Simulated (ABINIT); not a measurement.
# Zn (P6_3/mmc) in ABINIT: notebook

Aim: see how the results for Zn move with the level of theory and the settings. Levels: BLYP, AM05, r2SCAN, SCAN. Tasks: single point.

Program: ABINIT 10.8.3 (patched build). These are calculated values, not measurements. Logs are shortened: lines on timing, memory, paths and dates and some standing lists are left out, and cuts for length are marked. The log counts tension as positive stress, the text compression.

## 1. Starting point

Symmetry: P6_3/mmc, No. 194, hexagonal system. The conventional cell has a = 2.670 Å, b = 2.670 Å, c = 4.966 Å, α = 90.00°, β = 90.00°, γ = 120.00°. Zn (site symmetry -6m2) is surrounded by 12 Zn at 2.67 to 2.92 Å.

## 2. Single point, BLYP

Contents of run.abi:

```
# Pseudopotentials
pp_dirpath "./"
pseudos "Zn.GGA_PBE-JTH.xml"

# Structure
acell 3*1.0 Angstrom
rprim
     2.6700000000     0.0000000000     0.0000000000
    -1.3350000000     2.3122878281     0.0000000000
     0.0000000000     0.0000000000     4.9660000000
ntypat 1
znucl 30
natom 2
typat 1 1
xred
     0.6666666667     0.3333333333     0.7500000000
     0.3333333333     0.6666666667     0.2500000000

# Plane-wave basis
ecut 26.0
pawecutdg 48.0
pawxcdev 0

# k points
kptopt 1
ngkpt 11 11 6
nshiftk 1
shiftk 0.0 0.0 0.0

# Exchange and correlation
ixc -106131

# Bands and occupations
nband 16
occopt 3
tsmear 0.00183747

# SCF cycle
nstep 100
tolvrs 1.0e-9

# Output
iomode 3
prtwf 0
prtden 0
prteig 0
prtebands 0
enunit 2
```

Potentials or basis: JTH PAW PBE v2.0.

Command:

```console
$ abinit run.abi > log 2>&1
```

run.abo:

```text
.Version 10.8.3 of ABINIT
 Symmetries : space group P6_3/m m c (#194); Bravais hP (primitive hexag.)
================================================================================
 Values of the parameters that define the memory need of the present run
     intxc =       0    ionmov =       0      iscf =      17    lmnmax =      18
     lnmax =       6     mgfft =      45  mpssoang =       3    mqgrid =    3001
     natom =       2  nloc_mem =       2    nspden =       1   nspinor =       1
    nsppol =       1      nsym =      24    n1xccc =       1    ntypat =       1
    occopt =       3   xclevel =       2
       mpw =        1324          nfft =       25920          nkpt =          64
 PAW method is used; the additional fine FFT grid is defined by:
   mgfftf=        60    nfftf =     61440
================================================================================
================================================================================

--------------------------------------------------------------------------------
------------- Echo of variables that govern the present computation ------------
--------------------------------------------------------------------------------
 -outvars: echo values of preprocessed input variables --------
            acell      1.8897261259E+00  1.8897261259E+00  1.8897261259E+00 Bohr
              amu      6.53900000E+01
             ecut      2.60000000E+01 Hartree
           enunit           2
                       outvar_i_n : Printing only first  50 k-points.
              ixc     -106131
                       outvar_i_n : Printing only first  50 k-points.
         kptrlatt       11    0    0      0   11    0      0    0    6
          kptrlen      5.55012563E+01
            natom           2
            nband          16
            ngfft          24      24      45
          ngfftdg          32      32      60
             nkpt          64
            nstep         100
             nsym          24
           ntypat           1
                       prtocc : prtvol=0, do not print more k-points.
           occopt           3
        pawecutdg      4.80000000E+01 Hartree
         pawxcdev           0
           prtden           0
        prtebands           0
           prteig           0
            prtwf           0
            rprim      2.6700000000E+00  0.0000000000E+00  0.0000000000E+00
                      -1.3350000000E+00  2.3122878281E+00  0.0000000000E+00
                       0.0000000000E+00  0.0000000000E+00  4.9660000000E+00
          spgroup         194
           tolvrs      1.00000000E-09
           tsmear      1.83747000E-03 Hartree
            typat      1  1
           useylm           1
                       outvars : Printing only first  50 k-points.
           xangst      1.3350000000E+00  7.7076260937E-01  3.7245000000E+00
                      -3.2892816734E-16  1.5415252187E+00  1.2415000000E+00
            xcart      2.5227843781E+00  1.4565302398E+00  7.0382849559E+00
                      -6.2158415138E-16  2.9130604796E+00  2.3460949853E+00
             xred      6.6666666667E-01  3.3333333333E-01  7.5000000000E-01
                       3.3333333333E-01  6.6666666667E-01  2.5000000000E-01
            znucl       30.00000

================================================================================

 chkinp: Checking input parameters for consistency.

================================================================================
== DATASET  1 ==================================================================

--- !DatasetInfo
iteration_state: {dtset: 1, }
dimensions: {natom: 2, nkpt: 64, mband: 16, nsppol: 1, nspinor: 1, nspden: 1, mpw: 1324, }
cutoff_energies: {ecut:  26.0, pawecutdg:  48.0, }
electrons: {nelect:   2.40000000E+01, charge:   0.00000000E+00, occopt:   3.00000000E+00, tsmear:   1.83747000E-03, }
meta: {optdriver: 0, ionmov: 0, optcell: 0, iscf: 17, paral_kgb: 0, }
...

 Real(R)+Recip(G) space primitive vectors, cartesian coordinates (Bohr,Bohr^-1):
 R(1)=  5.0455688  0.0000000  0.0000000  G(1)=  0.1981937  0.1144272  0.0000000
 R(2)= -2.5227844  4.3695907  0.0000000  G(2)=  0.0000000  0.2288544  0.0000000
 R(3)=  0.0000000  0.0000000  9.3843799  G(3)=  0.0000000  0.0000000  0.1065601
 Unit cell volume ucvol=  2.0689809E+02 bohr^3
 Angles (23,13,12)=  9.00000000E+01  9.00000000E+01  1.20000000E+02 degrees

 Coarse grid specifications (used for wave-functions):

 getcut: wavevector=  0.0000  0.0000  0.0000  ngfft=  24  24  45
         ecut(hartree)=     26.000   => boxcut(ratio)=   2.04266

 Fine grid specifications (used for densities):

 getcut: wavevector=  0.0000  0.0000  0.0000  ngfft=  32  32  60
         ecut(hartree)=     48.000   => boxcut(ratio)=   2.03355

--- Pseudopotential description ------------------------------------------------
- pspini: atom type   1  psp file is ./Zn.GGA_PBE-JTH.xml
[... 57 lines left out ...]
- [  5.0455688,   0.0000000,   0.0000000, ]
- [ -2.5227844,   4.3695907,   0.0000000, ]
- [  0.0000000,   0.0000000,   9.3843799, ]
lattice_lengths: [   5.04557,    5.04557,    9.38438, ]
lattice_angles: [ 90.000,  90.000, 120.000, ] # degrees, (23, 13, 12)
lattice_volume:   2.0689809E+02
convergence: {deltae:  1.071E-11, res2:  4.838E-10, residm:  1.013E-04, diffor: null, }
etotal    :  -1.28533897E+02
entropy   :   0.00000000E+00
fermie    :   3.94422592E-01
cartesian_stress_tensor: # hartree/bohr^3
- [ -1.70550041E-04,   0.00000000E+00,   0.00000000E+00, ]
- [  0.00000000E+00,  -1.70550041E-04,   0.00000000E+00, ]
- [  0.00000000E+00,   0.00000000E+00,  -1.93328488E-04, ]
pressure_GPa:   5.2411E+00
xred      :
- [  6.6667E-01,   3.3333E-01,   7.5000E-01, Zn]
- [  3.3333E-01,   6.6667E-01,   2.5000E-01, Zn]
cartesian_forces: # hartree/bohr
- [ -0.00000000E+00,  -0.00000000E+00,  -0.00000000E+00, ]
- [ -0.00000000E+00,  -0.00000000E+00,  -0.00000000E+00, ]
force_length_stats: {min:   0.00000000E+00, max:   0.00000000E+00, mean:   0.00000000E+00, }
...

 Integrated electronic density in atomic spheres:
 ------------------------------------------------
 Atom  Sphere_radius  Integrated_density
    1        2.30770         10.78316301
    2        2.30770         10.78316301

================================================================================

 ----iterations are completed or convergence reached----

 Mean square residual over all n,k,spin=   26.009E-08; max=  10.134E-05
 reduced coordinates (array xred) for    2 atoms
       0.666666666667      0.333333333333      0.750000000000
       0.333333333333      0.666666666667      0.250000000000
 rms dE/dt=  0.0000E+00; max dE/dt=  0.0000E+00; dE/dt below (all hartree)
    1       0.000000000000      0.000000000000      0.000000000000
    2       0.000000000000      0.000000000000      0.000000000000

 cartesian coordinates (angstrom) at end:
    1      1.33500000000000     0.77076260936667     3.72450000000000
    2     -0.00000000000000     1.54152521873333     1.24150000000000

 cartesian forces (hartree/bohr) at end:
    1     -0.00000000000000    -0.00000000000000    -0.00000000000000
    2     -0.00000000000000    -0.00000000000000    -0.00000000000000
 frms,max,avg= 0.0000000E+00 0.0000000E+00   0.000E+00  0.000E+00  0.000E+00 h/b

 cartesian forces (eV/Angstrom) at end:
    1     -0.00000000000000    -0.00000000000000    -0.00000000000000
    2     -0.00000000000000    -0.00000000000000    -0.00000000000000
 frms,max,avg= 0.0000000E+00 0.0000000E+00   0.000E+00  0.000E+00  0.000E+00 e/A
 length scales=  1.889726125908  1.889726125908  1.889726125908 bohr
              =  1.000000000000  1.000000000000  1.000000000000 angstroms
 Fermi (or HOMO) energy (hartree) =   0.39442   Average Vxc (hartree)=  -0.36430
 Eigenvalues (hartree) for nkpt=  64  k points:
 kpt#   1, nband= 16, wtk=  0.00138, kpt=  0.0000  0.0000  0.0000 (reduced coord)
   0.01941    0.07834    0.10227    0.11081    0.11081    0.11253    0.11253    0.12414
   0.12414    0.13157    0.13157    0.27215    0.27974    0.88641    1.02517    1.02805
      occupation numbers for kpt#   1
   2.00000    2.00000    2.00000    2.00000    2.00000    2.00000    2.00000    2.00000
   2.00000    2.00000    2.00000    2.00000    2.00000    0.00000    0.00000    0.00000
 prteigrs : prtvol=0 or 1, do not print more k-points.

 Fermi (or HOMO) energy (eV) =  10.73279   Average Vxc (eV)=  -9.91309
 Eigenvalues (   eV  ) for nkpt=  64  k points:
 kpt#   1, nband= 16, wtk=  0.00138, kpt=  0.0000  0.0000  0.0000 (reduced coord)
   0.52820    2.13162    2.78287    3.01519    3.01519    3.06223    3.06223    3.37808
   3.37808    3.58014    3.58014    7.40560    7.61221   24.12033   27.89620   27.97466
 prteigrs : prtvol=0 or 1, do not print more k-points.

--- !EnergyTerms
iteration_state     : {dtset: 1, }
comment             : Components of total free energy in Hartree
kinetic             :  1.31800799973291E+01
hartree             :  2.82104675432919E+01
xc                  : -3.48144985286402E+00
Ewald energy        : -8.83563078464295E+01
psp_core            :  1.91299242153136E+00
local_psp           : -1.12244447799182E+02
PAW spherical_terms :  3.22449303162456E+01
internal            : -1.28533735220077E+02
'-kT*entropy'       : -1.55530315171332E-04
total_energy        : -1.28533890750392E+02
total_energy_eV     : -3.49758534690765E+03
...

--- !EnergyTermsDC
iteration_state     : {dtset: 1, }
comment             : '"Double-counting" decomposition of free energy'
band_energy         :  3.28262462360100E+00
Ewald energy        : -8.83563078464295E+01
psp_core            :  1.91299242153136E+00
xc_dc               : -2.74507857490676E+01
PAW spherical_terms : -1.79222654157679E+01
internal            : -1.28533741966133E+02
'-kT*entropy'       : -1.55530315171332E-04
total_energy_dc     : -1.28533897496448E+02
total_energy_dc_eV  : -3.49758553047717E+03
...

--- !EnergyTermsWithPAWCore
iteration_state     : {dtset: 1, }
comment             : 'Components of total free energy, including PAW core contributions'
Total energy        : -3.59280597828735E+03
Total energy DC     : -3.59280598503340E+03
Total energy (eV)   : -9.77652311820467E+04
Total energy DC (eV): -9.77652313656162E+04
...

 Cartesian components of stress tensor (hartree/bohr^3)
  sigma(1 1)= -1.70550041E-04  sigma(3 2)=  0.00000000E+00
  sigma(2 2)= -1.70550041E-04  sigma(3 1)=  0.00000000E+00
  sigma(3 3)= -1.93328488E-04  sigma(2 1)=  0.00000000E+00

-Cartesian components of stress tensor (GPa)         [Pressure=  5.2411E+00 GPa]
- sigma(1 1)= -5.01775543E+00  sigma(3 2)=  0.00000000E+00
- sigma(2 2)= -5.01775543E+00  sigma(3 1)=  0.00000000E+00
- sigma(3 3)= -5.68792048E+00  sigma(2 1)=  0.00000000E+00

== END DATASET(S) ==============================================================
================================================================================

 -outvars: echo values of variables after computation  --------
            acell      1.8897261259E+00  1.8897261259E+00  1.8897261259E+00 Bohr
           etotal     -1.2853389750E+02
            fcart     -0.0000000000E+00 -0.0000000000E+00 -0.0000000000E+00
                      -0.0000000000E+00 -0.0000000000E+00 -0.0000000000E+00
            rprim      2.6700000000E+00  0.0000000000E+00  0.0000000000E+00
                      -1.3350000000E+00  2.3122878281E+00  0.0000000000E+00
                       0.0000000000E+00  0.0000000000E+00  4.9660000000E+00
           strten     -1.7055004070E-04 -1.7055004066E-04 -1.9332848765E-04
                       0.0000000000E+00  0.0000000000E+00  0.0000000000E+00
           xangst      1.3350000000E+00  7.7076260937E-01  3.7245000000E+00
                      -3.2892816734E-16  1.5415252187E+00  1.2415000000E+00
             xred      6.6666666667E-01  3.3333333333E-01  7.5000000000E-01
                       3.3333333333E-01  6.6666666667E-01  2.5000000000E-01
 Calculation completed.
```

Wall time 86 s (1 thread of Arm Neoverse V1, shared host); peak memory 0.13 GiB.

What came out:

| Property | Result |
| --- | --- |
| Free energy | -3497.5855 eV |
| Pressure | 5.2 GPa |
| Band gap on the k mesh | none (metal or under the smearing width) |
| Valence electrons inside the program's atomic spheres | Zn 10.78 (radii [1.2212] Å) |

Caveat: the PAW data sets were made with another functional, which shifts forces and pressure a little.

(Part 1 of 2 ends here.)
